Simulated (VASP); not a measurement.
## From an Ansatz input to VASP: LiH (rocksalt)

Ansatz input

```yaml
crystal:
  lattice:
    - [0.0, 2.0029948411, 2.0029948411]
    - [2.0029948411, 0.0, 2.0029948411]
    - [2.0029948411, 2.0029948411, 0.0]
  atoms:
    - { symbol: Li, position: [0.0, 0.0, 0.0] }
    - { symbol: H, position: [0.5, 0.5, 0.5] }
kpoints:
  mp_grid: { grid: [10, 10, 10] }
  band_path:
    path:
      - [0.0, 0.0, 0.0]
      - [0.5, 0.0, 0.5]
      - [0.625, 0.25, 0.625]
      - [0.375, 0.375, 0.75]
      - [0.5, 0.5, 0.5]
      - [0.5, 0.25, 0.75]
      - [0.0, 0.5, 0.5]
    npoints: 1
hamiltonian:
  xc: r2scan
scf:
  occupations: { method: fixed }
  n_extra_bands: 4
output:
  forces: true
  stress: true
  eigenvalues: true
  write_density: true
  write_potential: true
  elf: true
  volumetric_format: npy
```

Write VASP inputs for this cell and level of theory.



INCAR

```
LCHARG = .TRUE.
IBRION = -1
EDIFF = 1E-7
ENCUT = 520
LASPH = .TRUE.
LELF = .TRUE.
ISIF = 2
LREAL = .FALSE.
NSW = 0
LWAVE = .FALSE.
PREC = Accurate
NBANDS = 9
METAGGA = R2SCAN
ALGO = Normal
ISMEAR = 0
SIGMA = 0.01
NELM = 120
```

KPOINTS

```
KPOINTS created by Atomic Simulation Environment
0
Gamma
10 10 10
0 0 0
```

KPOINTS_OPT

```
special points
7
Reciprocal
0.0000000000 0.0000000000 0.0000000000 1
0.5000000000 0.0000000000 0.5000000000 1
0.6250000000 0.2500000000 0.6250000000 1
0.3750000000 0.3750000000 0.7500000000 1
0.5000000000 0.5000000000 0.5000000000 1
0.5000000000 0.2500000000 0.7500000000 1
0.0000000000 0.5000000000 0.5000000000 1
```

POSCAR

```
Li H
 1.0000000000000000
     0.0000000000000000    2.0029948411000000    2.0029948411000000
     2.0029948411000000    0.0000000000000000    2.0029948411000000
     2.0029948411000000    2.0029948411000000    0.0000000000000000
 Li  H
   1   1
Cartesian
  0.0000000000000000  0.0000000000000000  0.0000000000000000
  2.0029948411000000  2.0029948411000000  2.0029948411000000
```

VASP ran with the recommended PBE PAW datasets (4 valence electrons in the cell). Other inputs would serve too.

```json
{"": "gap between bands v and c", "Ansatz": "3.63 eV", "VASP": "3.58 eV"}
{"": "least direct gap", "Ansatz": "3.63 eV", "VASP": "3.58 eV"}
{"": "pressure", "Ansatz": "0.0 GPa", "VASP": "-0.5 GPa"}
```

The two codes use different PAW datasets and cutoffs. VASP's cell holds 4 valence electrons and Ansatz's 4. Ansatz's stress includes a Pulay correction; VASP's doesn't.
